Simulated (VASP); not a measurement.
## RuS2: single point with PBEsol+U

Crystal: RuS2.

```
Ru S
1.0
     1.76059    3.04943    0.00000
    -5.28177    3.04943    0.00000
     0.00000    0.00000    5.68039
Ru S
2 4
Direct
  0.00000 0.00000 0.00000
  0.50000 0.50000 0.00000
  0.50000 0.16667 0.25200
  0.00000 0.66667 0.25200
  0.50000 0.83333 0.74800
  0.00000 0.33333 0.74800
```

The cell comes from a database or a generator and needn't be the stable form of this composition.

```json
{"Program": "VASP 6.6.1", "Task": "single point", "Functional": "PBEsol", "Potentials or basis": "VASP PAW PBE potentials, release 64 (Ru_pv, S)", "Cutoff": "520 eV", "k mesh": "5 × 3 × 4", "Occupations": "gaussian, width 0.05 eV", "Spin": "collinear spin, antiferromagnetic start", "Starting moments": "[1.0, -1.0, 0.0, 0.0, 0.0, 0.0] μB", "Hubbard terms": "Ru d U = 2 eV"}
```

```
Pressure                                              : -14.4 GPa
Largest force                                         : 1.601 eV/Å
Band gap on the k mesh                                : none (metal or under the smearing width)
Net moment                                            : 0.00 μB per cell
Site moments                                          : Ru +1.32, -1.32; S +0.03, -0.03 μB
Valence electrons inside the program's atomic spheres : Ru 12.34; S 3.58
```

Forces in eV/Å, atoms in the order of the input:
```
Ru   0.000  0.000  0.000
Ru   0.000  0.000  0.000
S   -0.047  0.027 -1.600
S   -0.047  0.027 -1.600
S    0.047 -0.027  1.600
S    0.047 -0.027  1.600
```

Stress tensor (GPa, compression positive):
```
-13.55  -1.30  -0.25
 -1.30 -15.06   0.14
 -0.25   0.14 -14.68
```

Levels at points of the mesh, in eV from the Fermi level:
Spin up:
| k point | band 22 | band 23 | band 24 | band 25 | band 26 | band 27 | band 28 | band 29 | band 30 | band 31 |
| --- | --- | --- | --- | --- | --- | --- | --- | --- | --- | --- |
| (0.00, 0.00, 0.00) | -1.39 | -0.52 | -0.23 | -0.16 | -0.16 | -0.15 | 0.02 | 2.33 | 2.52 | 2.73 |
| (0.00, 0.00, 0.50) | -1.21 | -1.18 | -0.35 | -0.34 | -0.29 | -0.23 | 0.03 | 2.27 | 2.77 | 2.90 |
Spin down:
| k point | band 24 | band 25 | band 26 | band 27 | band 28 | band 29 |
| --- | --- | --- | --- | --- | --- | --- |
| (0.00, 0.00, 0.00) | -0.23 | -0.16 | -0.16 | -0.15 | 0.02 | 2.33 |
| (0.00, 0.00, 0.50) | -0.35 | -0.34 | -0.29 | -0.23 | 0.03 | 2.27 |

Eigenvalues of the final occupation matrices:
```
    site  spin  trace               eigenvalues
site 1 d     1   3.59  0.51 0.52 0.82 0.87 0.87
site 1 d     2   2.28  0.32 0.34 0.44 0.45 0.72
site 2 d     1   2.28  0.32 0.34 0.44 0.45 0.72
site 2 d     2   3.59  0.51 0.52 0.82 0.87 0.87
```

It took 2.5 min on 1 thread of AMD EPYC 9R45 (Zen 5), on a shared host, peak memory 0.3 GiB.

Caveat: the PAW data sets were made with another functional, which shifts forces and pressure a little. The state reached can hang on the start; a lower one may exist.
